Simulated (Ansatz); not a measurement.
The cell of C is invented: 5-connected net of one element (I4_1/amd, No. 141). Lengths were set from tabulated atomic sizes, so they are only a guess.

```
C
1.0
    -1.65835    1.65835    3.06813
     1.65835   -1.65835    3.06813
     1.65835    1.65835   -3.06813
C
8
Direct
  0.87500 0.91010 0.53510
  0.37500 0.33990 0.46490
  0.66010 0.62500 0.53510
  0.08990 0.12500 0.46490
  0.87500 0.33990 0.96490
  0.37500 0.91010 0.03510
  0.08990 0.62500 0.96490
  0.66010 0.12500 0.03510
```

All numbers below come from DFT PBE, scalar-relativistic, plane waves, PAW in Ansatz. Cutoff 420 eV, Gaussian smearing, Γ-centred meshes. Cell and atoms relax first on a coarse mesh and then on a converged one. In between, the cell is made exact in the group found at 0.06 Å. The steps can't lower the symmetry of their start. No spin polarisation in the relaxation; trial moments died out in a coarse test.

A guess keeps its type if space group and coordination stay and the shape of the cell changes little (axis ratios within about 15 %, angles within 6°); the volume may change.

Question: Does it keep its structure type, or change into something else?

Answer: It doesn't keep its type. The symmetry stays I4_1/amd (No. 141). The volume per atom grows by 101.2 %, from 4.2 to 8.5 Å³. The shortest distance goes from 1.43 Å (C–C) to 1.35 Å (C–C). The ratio c/a of the conventional cell changes by a factor of 0.35. Counting neighbours within 15 % of an atom's shortest distance, the start has C 3 and the end C 3. In detail, at the end C has 1 C at 1.35 Å and 2 C at 1.50 Å.

```cif
data_structure
_symmetry_space_group_name_H-M 'P 1'
_symmetry_Int_Tables_number 1
_cell_length_a 4.6252
_cell_length_b 4.6252
_cell_length_c 4.6252
_cell_angle_alpha 99.883
_cell_angle_beta 99.883
_cell_angle_gamma 131.051
_cell_volume 67.91
loop_
_atom_site_label
_atom_site_type_symbol
_atom_site_fract_x
_atom_site_fract_y
_atom_site_fract_z
_atom_site_occupancy
C1 C 0.87500 0.01143 0.63643 1
C2 C 0.37500 0.23857 0.36357 1
C3 C 0.76143 0.62500 0.63643 1
C4 C 0.98857 0.12500 0.36357 1
C5 C 0.87500 0.23857 0.86357 1
C6 C 0.37500 0.01143 0.13643 1
C7 C 0.98857 0.62500 0.86357 1
C8 C 0.76143 0.12500 0.13643 1
```

The last run used an 8×8×8 mesh for its 8-atom cell and Gaussian smearing of 0.02 eV. A structure relaxed within its symmetry needn't be a true minimum. Another cell of C relaxed alike, in Fd-3m, lies 0.37 eV/atom lower, so this cell isn't the stable form at this level.
